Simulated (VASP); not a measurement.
# NaCl: relaxation of cell and atoms with PBE

Crystal: NaCl.

```
Na Cl
1.0
     0.00000    2.81000    2.81000
     2.81000    0.00000    2.81000
     2.81000    2.81000    0.00000
Na Cl
1 1
Direct
  0.00000 0.00000 0.00000
  0.50000 0.50000 0.50000
```

- Program: VASP 6.6.1
- Task: relaxation of cell and atoms
- Functional: PBE
- Potentials or basis: VASP PAW PBE potentials, release 64 (Na, Cl)
- Cutoff: 300 eV
- k mesh: 4 × 4 × 4
- Occupations: gaussian, width 0.03 eV
- Spin: no spin polarisation
- Further INCAR settings: ALGO = Normal; EDIFF = 1e-06; IBRION = 2; EDIFFG = -0.01; NSW = 90; ISIF = 3

- Relaxed volume: 22.41 Å³/atom
- Relaxed cell: a = 3.987 Å, b = 3.987 Å, c = 3.987 Å, α = 60.00°, β = 60.00°, γ = 60.00°
- Space group after relaxing (to 0.05 Å): Fm-3m (No. 225)
- Energy gained by relaxing: 0.2 meV/atom
- Ionic steps: 3
- Pressure after relaxing: 0.0 GPa
- Band gap on the k mesh: 5.09 eV, direct

Step by step:
| step | energy change (eV) | largest force (eV/Å) | pressure (GPa) | volume (Å³) |
| --- | --- | --- | --- | --- |
| 1 | 0.0000 | 0.0000 | 0.26 | 44.38 |
| 2 | -0.0003 | 0.0000 | 0.10 | 44.61 |
| 3 | -0.0003 | 0.0000 | -0.03 | 44.82 |

Final structure:
```cif
data_structure
_symmetry_space_group_name_H-M 'P 1'
_symmetry_Int_Tables_number 1
_cell_length_a 3.9872
_cell_length_b 3.9872
_cell_length_c 3.9872
_cell_angle_alpha 60.000
_cell_angle_beta 60.000
_cell_angle_gamma 60.000
_cell_volume 44.82
loop_
_atom_site_label
_atom_site_type_symbol
_atom_site_fract_x
_atom_site_fract_y
_atom_site_fract_z
_atom_site_occupancy
Na1 Na 0.00000 0.00000 0.00000 1
Cl1 Cl 0.50000 0.50000 0.50000 1
```

Levels at points of the mesh, in eV from the valence-band top:
| k point | band 1 | band 2 | band 3 | band 4 | band 5 | band 6 | band 7 | band 8 |
| --- | --- | --- | --- | --- | --- | --- | --- | --- |
| (0.00, 0.00, 0.00) | -12.66 | 0.00 | 0.00 | 0.00 | 5.09 | 11.13 | 11.13 | 11.13 |
| (0.50, 0.00, 0.00) | -12.35 | -1.93 | -0.26 | -0.26 | 7.26 | 10.62 | 10.92 | 10.92 |
| (0.50, 0.50, 0.00) | -12.27 | -1.68 | -0.60 | -0.60 | 7.52 | 8.08 | 11.28 | 14.53 |

It took 7.5 s on 1 thread of AMD EPYC 7R43 64-Core Processor (Zen 3), on a shared host, peak memory 0.09 GiB.

Caveat: the k mesh is coarse (spacing up to 0.48 Å⁻¹), so the values aren't converged; the cutoff is under 1.25 times the usual one of these potentials, so pressure, stress and relaxed cells hold a basis-set (Pulay) error. PBE usually gives volumes a little too large and moduli too small.
